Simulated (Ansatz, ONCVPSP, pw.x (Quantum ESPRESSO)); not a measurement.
**What a changed setting does to a pw.x run (bcc Ga)**

Potential: optimised norm-conserving Vanderbilt (ONCV), ONCVPSP 4.0.1.1 (patched build), PBEsol; core [Ne], reference 3s2 3p6 3d10 4s2 4p1; waves: 3s+4s: rc 1.30 bohr, ncon 5, nbas 9, qcut 7.8 1/bohr, 2 projectors; 3p+4p: rc 0.95 bohr, ncon 4, nbas 8, qcut 16.6 1/bohr, 2 projectors; 3d: rc 1.40 bohr, ncon 4, nbas 9, qcut 12.1 1/bohr, 2 projectors, debl 0.5 Ha; local part: polynomial inside 0.70 bohr (lpopt 5, dvloc0 0 Ha); core correction: Teter function, fcfact 5, rcfact 1.35. In the d channel the program set the typed energies aside and used -0.704, 0.250 Ha.

The reference run (k-mesh 14³, cutoffs 150/600 Ry, Fermi–Dirac 0.01 Ry, mixing_beta 0.4, conv_thr 1e-9, no spin) gives -0.06 GPa at 18.120 Å³/atom, where all-electron LAPW gives -0.58 GPa. This run, with its own iteration cap, changes k-mesh points per axis to 2.

```
&control
  calculation='scf', prefix='x', pseudo_dir='./', outdir='./tmp', tstress=.true., disk_io='none'
/
&system
  ibrav=0, nat=1, ntyp=1, ecutwfc=150, ecutrho=600, nbnd=19,
  occupations='smearing', smearing='fd', degauss=0.01
/
&electrons
  conv_thr=1e-09, mixing_beta=0.4, electron_maxstep=60
/
ATOMIC_SPECIES
Ga 1.0 Ga.UPF
CELL_PARAMETERS angstrom
  -1.65462431 1.65462431 1.65462431
  1.65462431 -1.65462431 1.65462431
  1.65462431 1.65462431 -1.65462431
ATOMIC_POSITIONS crystal
Ga 0.0000 0.0000 0.0000
K_POINTS automatic
2 2 2 0 0 0
```

```bash
pw.x < Ga.scf.in > Ga.scf.out
```

How does the run end?

It converges in 14 iterations; the free energy moves by -924.7 meV/atom and the pressure by -3.59 GPa.

```
Message from routine setup:
     using ibrav=0 with symmetry is DISCOURAGED, use correct ibrav instead
     lattice parameter (alat)  =       5.4158  a.u.
     unit-cell volume          =     122.2798 (a.u.)^3
     number of electrons       =        21.00
     number of Kohn-Sham states=           19
     kinetic-energy cutoff     =     150.0000  Ry
     charge density cutoff     =     600.0000  Ry
     scf convergence threshold =      1.0E-09
     Exchange-correlation= PBESOL
     number of k points=     3  Fermi-Dirac smearing, width (Ry)=  0.0100
     iteration #  1     ecut=   150.00 Ry     beta= 0.40
     total energy              =    -509.80086558 Ry
     estimated scf accuracy    <       0.00675906 Ry
     iteration #  2     ecut=   150.00 Ry     beta= 0.40
     total energy              =    -509.80146804 Ry
     estimated scf accuracy    <       0.00090286 Ry
     iteration #  3     ecut=   150.00 Ry     beta= 0.40
     total energy              =    -509.80142145 Ry
     estimated scf accuracy    <       0.00020442 Ry
     iteration #  4     ecut=   150.00 Ry     beta= 0.40
     total energy              =    -509.80143581 Ry
     estimated scf accuracy    <       0.00000253 Ry
     iteration #  5     ecut=   150.00 Ry     beta= 0.40
     total energy              =    -509.80143659 Ry
     estimated scf accuracy    <       0.00000307 Ry
     iteration #  6     ecut=   150.00 Ry     beta= 0.40
     total energy              =    -509.80143801 Ry
     estimated scf accuracy    <       0.00000365 Ry
     [... 2 iterations left out ...]
     iteration #  9     ecut=   150.00 Ry     beta= 0.40
     total energy              =    -509.80143410 Ry
     estimated scf accuracy    <       0.00001290 Ry
     iteration # 10     ecut=   150.00 Ry     beta= 0.40
     total energy              =    -509.80143554 Ry
     estimated scf accuracy    <       0.00000089 Ry
     iteration # 11     ecut=   150.00 Ry     beta= 0.40
     total energy              =    -509.80143490 Ry
     estimated scf accuracy    <       0.00000133 Ry
     iteration # 12     ecut=   150.00 Ry     beta= 0.40
     total energy              =    -509.80143500 Ry
     estimated scf accuracy    <       0.00000006 Ry
     iteration # 13     ecut=   150.00 Ry     beta= 0.40
     total energy              =    -509.80143502 Ry
     estimated scf accuracy    <       0.00000005 Ry
     iteration # 14     ecut=   150.00 Ry     beta= 0.40
     the Fermi energy is     8.7039 ev
!    total energy              =    -509.80143502 Ry
     estimated scf accuracy    <          3.8E-10 Ry
     smearing contrib. (-TS)   =      -0.00699055 Ry
     The total energy is F=E-TS. E is the sum of the following terms:
     one-electron contribution =    -398.79318625 Ry
     hartree contribution      =     201.22943345 Ry
     xc contribution           =     -55.59311745 Ry
     ewald contribution        =    -256.63757422 Ry
     convergence has been achieved in  14 iterations
          total   stress  (Ry/bohr**3)                   (kbar)     P=      -36.50
     Message from routine punch:
     Nothing written, as per user request (disk_io='none')
```

The run took about 6.7 s on one core of a shared host (AMD EPYC 7R43 64-Core Processor, 256 threads, 1004 GiB, load 86).
